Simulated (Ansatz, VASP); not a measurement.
**Two plane-wave programs on TePb**

```
CELL_PARAMETERS angstrom
0.00000 3.17382 3.17382
3.17382 0.00000 3.17382
3.17382 3.17382 0.00000
ATOMIC_POSITIONS crystal
Te 0.50000 0.50000 0.50000
Pb 0.00000 0.00000 0.00000
```

Alike in both runs: functional PBE; k mesh 8 × 8 × 8; no spin polarisation.

Ansatz relaxed the structure, and its values are those at the end. VASP's run is a single point on that final structure, the one shown.

```csv
,VASP,Ansatz
version,VASP 6.6.1,Ansatz 0.2.0
potentials or method,"VASP PAW PBE potentials, release 64 (Te, Pb_d)","scalar-relativistic, plane waves, PAW"
plane-wave cutoff (eV),520,420
occupations,"gaussian, width 0.01 eV",fixed
valence electrons in the cell,20,30
```

```csv
,VASP,Ansatz,Ansatz less VASP
gap on the k mesh at the Fermi level (eV),0.61,0.61,-0.005
least direct gap on the mesh (eV),0.61,0.61,-0.005
pressure (GPa),5.0,5.0,+0.06
```

The two sets of potentials don't hold the same shells in valence.

Caveats: spin-orbit coupling is left out, which as a rule narrows the gap of such compounds by several tenths of an eV. A k mesh can miss the band edges.
